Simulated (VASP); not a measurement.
SnSe: equation of state with PBEsol

SnSe:

```
Sn Se
1.0
     0.00000    3.01000    3.01000
     3.01000    0.00000    3.01000
     3.01000    3.01000    0.00000
Sn Se
1 1
Direct
  0.00000 0.00000 0.00000
  0.50000 0.50000 0.50000
```

Measurements of this composition are mostly on another form, of space group No. 62.

| Quantity | Value |
| --- | --- |
| Program | VASP 6.6.1 |
| Task | equation of state |
| Functional | PBEsol |
| Potentials or basis | VASP PAW PBE potentials, release 64 (Sn_d, Se) |
| Cutoff | 520 eV |
| k mesh | 8 × 8 × 8 |
| Occupations | fermi-dirac, width 0.05 eV |
| Spin | no spin polarisation |
| Ladder | free |
| Further INCAR settings | ALGO = Normal; EDIFF = 1e-07; NBANDS = 17 |

- Equilibrium volume: 26.30 Å³/atom
- Bulk modulus: 56 GPa
- Pressure derivative of the bulk modulus: 4.4

Energy against volume, from the lowest point:
| volume (Å³/atom) | energy (meV/atom) |
| --- | --- |
| 25.635 | 3.02 |
| 26.180 | 0.00 |
| 26.725 | 1.07 |
| 27.271 | 5.77 |
| 27.816 | 13.74 |
| 28.362 | 24.64 |
| 28.907 | 38.13 |

All runs of the series together: 2.3 min on 1 thread of Intel(R) Xeon(R) Platinum 8259CL CPU @ 2.50GHz (Skylake/Cascade Lake), with other jobs on the host.

Caveat: the PAW data sets were made with another functional, which shifts forces and pressure a little.
